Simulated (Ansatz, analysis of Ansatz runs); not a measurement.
# LaOF (R-3m), nudged elastic band: H_i hop between interstitial places (q = +1), part 2 of 4

Wanted: path and barrier of a jump of H in LaOF (R-3m) at charge +1. The case: H_i hop between interstitial places, in a cell of 36 host atoms with 1 H put in.

Ansatz 0.2.0; plane-wave PAW DFT, PBEsol; nudged elastic band between two relaxed defect structures at fixed charge in a uniform background.

So far. Step 2 (Relaxation of the start point, charge +1): Among the atoms that came to bonding distance: O10–H37 1.03 Å (from 2.48).

### 3. Relaxation of the end point, charge +1

Level of this step: plane-wave PAW DFT, PBEsol; relaxation of all atoms of a defect supercell at fixed charge in a uniform background (Ansatz).

The end point is relaxed in the same cell and settings, so that the two energies compare.

Input file qp1.end/input.yaml:

```yaml
crystal:
  lattice:
    - [-4.01323028, 6.95111875, 0.0]
    - [-12.03969085, 0.0, 0.0]
    - [-2.00661514, 1.15851979, 6.68937332]
  atoms:
    - { symbol: La, position: [0.13352057, 0.08182739, 0.22141419] }
    - { symbol: La, position: [0.37359571, 0.25144478, 0.77874967] }
[... 2 atom lines left out ...]
    - { symbol: F, position: [0.06449263, 0.04299509, 0.6130442] }
[... 2 atom lines left out ...]
    - { symbol: La, position: [0.37087889, 0.58058593, 0.77472663] }
    - { symbol: O, position: [0.1884472, 0.4589648, 0.86931681] }
    - { symbol: O, position: [0.30761295, 0.53970942, 0.11682834] }
[... 1 atom line left out ...]
    - { symbol: F, position: [0.43550737, 0.62367158, 0.3869558] }
[... 2 atom lines left out ...]
    - { symbol: O, position: [0.1884472, 0.79229813, 0.86931681] }
[... 1 atom line left out ...]
    - { symbol: F, position: [0.06449263, 0.70966176, 0.6130442] }
[... 14 atom lines left out ...]
    - { symbol: La, position: [0.87087889, 0.91391926, 0.77472663] }
    - { symbol: O, position: [0.6884472, 0.79229813, 0.86931681] }
[... 1 atom line left out ...]
    - { symbol: F, position: [0.56449263, 0.70966176, 0.6130442] }
    - { symbol: F, position: [0.93550737, 0.95700491, 0.3869558] }
    - { symbol: H, position: [1.25, 0.8333, -0.5] }
total_charge: 1
basis:
  ecutwfc: 420
  xc_grid: 2
hamiltonian:
  xc: pbesol
kpoints:
  mp_grid: { grid: [1, 1, 1] }
scf:
  occupations: { method: fixed }
  max_iter: 120
output:
  forces: true
relax:
  f_tol: 0.015
  max_steps: 70
  random_displacement: { amplitude: 0.01, seed: 3763 }
```

On the command line:

```console
$ ansatz run input.yaml --threads 4 --pin off --max-ram 7536MiB --backend cpu --events-out ev --progress --plain --runs-dir out
```

Numbers of over 12 decimals in the logs are rounded to 6 here.

What it wrote:

```text
[... repeated set-up lines and file paths are left out, and long positions are rounded to six places ...]
The last accepted step is kept in <dir> (removed where the run ends without a failure and the disk answers)
Engine: ansatz 0.2.0, x86_64-unknown-linux-gnu
Pseudopotentials: kind: paw
Pseudopotential: La, paw, valence charge 11, recommended cutoff 420 eV (normal), La.paw.azcp
Pseudopotential: O, paw, valence charge 6, recommended cutoff 420 eV (normal), O.paw.azcp
Pseudopotential: F, paw, valence charge 7, recommended cutoff 420 eV (normal), F.paw.azcp
Pseudopotential: H, paw, valence charge 1, recommended cutoff 420 eV (normal), H.paw.azcp
Functional definition: PBEsol
  exchange = pbesol_x
  correlation = pbesol_c
Crystal: 37 atoms, lattice volume = 559.829 Å³
Basis set: ecut = 420 eV, 10937 PW (Γ), exchange–correlation on 108×162×96 points (8 copies of the dense FFT grid, shifted against one another)
Bands: 181, of which v1, the nominal top of the filled ones, is band 144 counted from 1 (143 counted from 0)
Symmetry: 1 space group operations
k-points: 1
[...]
SCF iter 114: F=—  HF=-90366.360411 eV  |F-HF|=—  |Δ(HF+E_count)|=   7.90e-7  Δρ=5.54e-4  dr2=3.56e-3  ethr=3.28e-7  ⟨swp⟩=1.0  Hψ=151  notcnv=0  defer=32
SCF iter 115: F=—  HF=-90366.360394 eV  |F-HF|=—  |Δ(HF+E_count)|=   1.63e-5  Δρ=6.32e-4  dr2=4.78e-3  ethr=3.28e-7  ⟨swp⟩=1.0  Hψ=151  notcnv=0  defer=33
SCF iter 116: F=—  HF=-90366.360414 eV  |F-HF|=—  |Δ(HF+E_count)|=   1.99e-5  Δρ=5.63e-4  dr2=3.67e-3  ethr=3.28e-7  ⟨swp⟩=1.0  Hψ=151  notcnv=0  defer=32
SCF iter 117: F=—  HF=-90366.360405 eV  |F-HF|=—  |Δ(HF+E_count)|=   9.69e-6  Δρ=5.31e-4  dr2=3.23e-3  ethr=3.28e-7  ⟨swp⟩=1.0  Hψ=151  notcnv=0  defer=32
SCF iter 118: F=—  HF=-90366.361487 eV  |F-HF|=—  |Δ(HF+E_count)|=   1.08e-3  Δρ=2.95e-2  dr2=1.02e1  ethr=3.28e-7  ⟨swp⟩=1.0  Hψ=336  notcnv=0  recentre
SCF iter 119: F=—  HF=-90366.360566 eV  |F-HF|=—  |Δ(HF+E_count)|=   9.22e-4  Δρ=2.96e-2  dr2=1.03e1  ethr=3.28e-7  ⟨swp⟩=1.0  Hψ=336  notcnv=0
SCF iter 120: F=—  HF=-90366.360404 eV  |F-HF|=—  |Δ(HF+E_count)|=   1.62e-4  Δρ=5.34e-4  dr2=3.29e-3  ethr=3.28e-7  ⟨swp⟩=1.0  Hψ=336  notcnv=0
Error: did not converge after 120 iterations: dr2 = 3.29e-3 (threshold 5.63e-6), under the density mixer `msr1`, which `scf.mixing.algorithm: auto` chose by the deck's other keys (type `scf.mixing.algorithm: msr1` to keep it); [...]
```

Elapsed: 10 s, on 4 threads of Intel Xeon 6975P-C (Granite Rapids), shared host; peak memory 0.73 GiB.

Reading the cycles: dr2 is the Hartree energy of the density residual (eV), the measure of convergence; HF is the Harris–Foulkes estimate of the energy, which meets the free energy F at convergence.

Residual by cycle:

cycle, log10 residual and a bar from the least value:
```
        1        0.8 ##############################
       12       -0.3 ######################
       23        0.2 ##########################
       33       -1.9 #########
       44       -1.5 ############
       55       -3.0 
       66       -2.3 ######
       77       -2.3 #####
       88       -2.3 #####
       98       -2.5 ####
      109       -2.5 ####
      120       -2.5 ####
```

The run stopped without converging, so none of its numbers is a property of the system.

After 120 cycles the residual stands at 0.0033, against 0.0056 at cycle 61 and a least value of 9.4e-4. The cap of 120 cycles in the input ended the loop.

The program's message: “Error: did not converge after 120 iterations: dr2 = 3.29e-3 (threshold 5.63e-6), under the density mixer `msr1`, which `scf.mixing.algorithm: auto` chose by the deck's other keys (type `scf.mixing.alg …”

### 4. Relaxation of the end point, charge +1

The end point is relaxed in the same cell; its occupations differ from the start's, which matters only where levels are partly filled. Atoms more than 3.2 Å from the middle of the hop start where the first relaxation left them, the nearer ones on or close to their ideal places, with small random displacements. A width of 0.01 eV lets levels that lie close at the Fermi energy share an electron.

qp1.end_smeared/input.yaml, as its differences from qp1.end/input.yaml of step 3:

```diff
@@ -36,3 +36,3 @@
 scf:
-  occupations: { method: fixed }
+  occupations: { method: fermi_dirac, width: 0.01 }
   max_iter: 120
```

What it wrote:

```text
[...]
Crystal: 37 atoms, lattice volume = 559.829 Å³
Basis set: ecut = 420 eV, 10937 PW (Γ), exchange–correlation on 108×162×96 points (8 copies of the dense FFT grid, shifted against one another)
Bands: 181, of which v1, the nominal top of the filled ones, is band 144 counted from 1 (143 counted from 0)
Symmetry: 1 space group operations
k-points: 1
[...]
SCF iter   1: F=—  HF=-90367.917683 eV  |F-HF|=—  |Δ(HF+E_count)|=         —  Δρ=2.13e-2  dr2=5.97e0  ethr=1.77e-3  ⟨swp⟩=9.0  Hψ=737  notcnv=0  defer=10
[...]
SCF iter  25: F=-90366.370657 eV  HF=-90366.370660 eV  |F-HF|=2.99e-6  |Δ(HF+E_count)|=   3.48e-7  Δρ=2.02e-5  dr2=3.43e-6  ethr=1.95e-9  ⟨swp⟩=3.0  Hψ=458  notcnv=0
SCF 1 converged in 25 iterations: F = -90366.370657 eV  dr2 = 3.43e-6
[...]
- { symbol: La, position: [0.629965, 0.087619, 0.217592] }
    - { symbol: La, position: [0.876240, 0.247024, 0.768396] }
    - { symbol: O, position: [0.686703, 0.127471, 0.864028] }
    - { symbol: O, position: [0.813219, 0.208757, 0.124021] }
    - { symbol: F, position: [0.561315, 0.048457, 0.603764] }
    - { symbol: F, position: [0.937558, 0.290855, 0.381905] }
    - { symbol: La, position: [0.633274, 0.417867, 0.218918] }
    - { symbol: La, position: [0.870919, 0.583686, 0.768964] }
    - { symbol: O, position: [0.694739, 0.455447, 0.863644] }
    - { symbol: O, position: [0.810562, 0.544640, 0.123045] }
    - { symbol: F, position: [0.568935, 0.373617, 0.605705] }
    - { symbol: F, position: [0.935534, 0.625752, 0.384453] }
    - { symbol: La, position: [0.631813, 0.751064, 0.221593] }
    - { symbol: La, position: [0.850391, 0.925552, 0.768557] }
    - { symbol: O, position: [0.688535, 0.795708, 0.863734] }
    - { symbol: O, position: [0.819665, 0.874983, 0.119798] }
    - { symbol: F, position: [0.560030, 0.711645, 0.609910] }
    - { symbol: F, position: [0.936422, 0.957276, 0.384875] }
    - { symbol: H, position: [1.218978, 0.810051, -0.313963] }
[key lines of the parts left out:]
SCF converged after 5 iterations
Free energy (F): -90371.348702 eV
Fermi energy:    10.620229 eV
```

The job ended after 20 s (4 threads; peak memory 0.79 GiB; 67 s of CPU time).

Relaxation path:

| step | energy less that of the first step (eV) | largest force component (eV/Å) |
| --- | --- | --- |
| 1 | 0.0000 | 1.4494 |
| 2 | -0.6335 | 0.8701 |
| 3 | -0.8756 | 0.8305 |
| 4 | -1.2417 | 1.7612 |
| 5 | -1.3220 | 1.9959 |
| 6 | -2.2186 | 3.8599 |
| 7 | -3.6736 | 4.9305 |
| 8 | -4.4775 | 5.1666 |
| 9 | -4.8717 | 1.5149 |
| 10 | -4.9510 | 0.3459 |
| 11 | -4.9686 | 0.1858 |
| 12 | -4.9749 | 0.1052 |
| 13 | -4.9754 | 0.0880 |
| 14 | -4.9779 | 0.0233 |
| 15 | -4.9780 | 0.0156 |
| 16 | -4.9780 | 0.0038 |

The atoms that moved most (Å, from the sites as typed, ahead of the random displacement):

| atom | dx | dy | dz | length |
| --- | --- | --- | --- | --- |
| H37 | 0.032 | 0.000 | 1.243 | 1.244 |
| La7 | -0.145 | 0.077 | -0.207 | 0.264 |
| O15 | 0.022 | 0.006 | -0.248 | 0.249 |
| La8 | 0.128 | 0.104 | -0.047 | 0.172 |
| La32 | -0.045 | -0.149 | -0.043 | 0.162 |
| O10 | -0.120 | 0.014 | 0.015 | 0.122 |
| La13 | 0.038 | 0.038 | 0.102 | 0.116 |
| F11 | 0.039 | -0.036 | -0.101 | 0.114 |

Neighbours of H37 at the end:

| atom | distance (Å) |
| --- | --- |
| O15 | 0.979 |
| F17 | 2.320 |
| F35 | 2.339 |
| F5 | 2.359 |
| La8 | 2.513 |
| La32 | 2.529 |
| La14 | 2.547 |
| F12 | 3.053 |
| F36 | 3.068 |

Among the atoms that came to bonding distance: O15–H37 0.98 Å (from 2.47).

Numbers from this step:

| Property | Result |
| --- | --- |
| free energy | -90371.3487 eV |
| r.m.s. move of the farther half of the atoms | 0.03051 Å |
| largest move from the ideal geometry of this structure, a common shift of the far atoms taken out | 1.288 Å |

The relaxation gained 4.978 eV and ended with a largest force component of 0.0038 eV/Å. The end lies 0.081 eV below the start.

(Part 2 of 4 ends here.)

[Logs are printed without paths, hosts, clocks, repeated set-up lines and the standing remarks that a program may print on its own settings, such as how far it seeks lower states.]

[Hosts, paths, dates, database ids (printed as entryN), source tags and the programs' standing remarks are cut or masked in the printed files.]
